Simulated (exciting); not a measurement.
The system is ZnS.

```
CELL_PARAMETERS angstrom
0.00000 2.70200 2.70200
2.70200 0.00000 2.70200
2.70200 2.70200 0.00000
ATOMIC_POSITIONS crystal
Zn 0.75000 0.75000 0.75000
S 0.00000 0.00000 0.00000
```

Base run:

| Item | Value |
| --- | --- |
| Program | exciting (release sodium) |
| Functional | PBE |
| Potentials or basis | all-electron LAPW+lo, shipped species files, valence relativity iora* |
| rgkmax | 8.5 |
| k mesh | 9 × 9 × 9 |
| Occupations | fermi-dirac, width 0.05 eV |
| Spin | no spin polarisation |

Its results: band gap on the k mesh 2.11 eV, direct.

**Question.** The run is repeated on the same cell with these changes: functional from PBE to LDA. What comes out?

**Answer.** Band gap on the k mesh 1.86 eV, direct.

Not every run made on this cell is shown here.
